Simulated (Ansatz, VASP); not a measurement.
# One calculation of KF, two programs

INCAR

```
SYSTEM = KF
ALGO = Normal ; EDIFF = 1E-6
ENCUT = 520 ; GGA = PE
ISIF = 2 ; ISMEAR = 0
LASPH = .TRUE. ; LCHARG = .FALSE.
LREAL = .FALSE. ; LWAVE = .FALSE.
NBANDS = 15 ; NELM = 60
PREC = Accurate ; SIGMA = 0.05
```

The input KPOINTS:

```
k-points
0
G
  8 8 8
  0 0 0
```

File POSCAR:

```
KF
1.0
    0.0000000000      2.8071750000      2.8071750000
    2.8071750000      0.0000000000      2.8071750000
    2.8071750000      2.8071750000      0.0000000000
K F
1 1
Direct
    0.0000000000      0.0000000000      0.0000000000
    0.5000000000      0.5000000000      0.5000000000
```

Input for Ansatz:

```yaml
crystal:
  lattice:
    - [0.0, 2.807175, 2.807175]
    - [2.807175, 0.0, 2.807175]
    - [2.807175, 2.807175, 0.0]
  atoms:
    - { symbol: K, position: [0.0, 0.0, 0.0] }
    - { symbol: F, position: [0.5, 0.5, 0.5] }
basis:
  ecutwfc: 420
kpoints:
  mp_grid: { grid: [8, 8, 8] }
hamiltonian:
  xc: pbe
scf:
  occupations: { method: gaussian, width: 0.05 }
output:
  forces: true
  stress: true
  eigenvalues: true
```

Change from the starting cell: strain +0.050 along x and y, +0.050 along z, atoms carried along.

Alike in both runs: task single point; functional PBE; k mesh 8 × 8 × 8; occupations gaussian, width 0.05 eV; no spin polarisation.

|  | VASP | Ansatz |
| --- | --- | --- |
| version | VASP 6.6.1 | Ansatz 0.2.0 |
| potentials or method | VASP PAW PBE potentials, release 64 (K_sv, F) | scalar-relativistic, plane waves, PAW |
| plane-wave cutoff (eV) | 520 | 420 |
| valence electrons in the cell | 16 | 16 |

Ansatz gave:

| Property | Result |
| --- | --- |
| gap on the k mesh at the Fermi level (eV) | 5.47 |
| least direct gap on the mesh (eV) | 5.47 |
| pressure (GPa) | -2.4 |

Question: Which values does VASP return?

Answer: gap on the k mesh at the Fermi level (eV): 5.45; least direct gap on the mesh (eV): 5.45; pressure (GPa): -2.4.

A k mesh can miss the band edges.
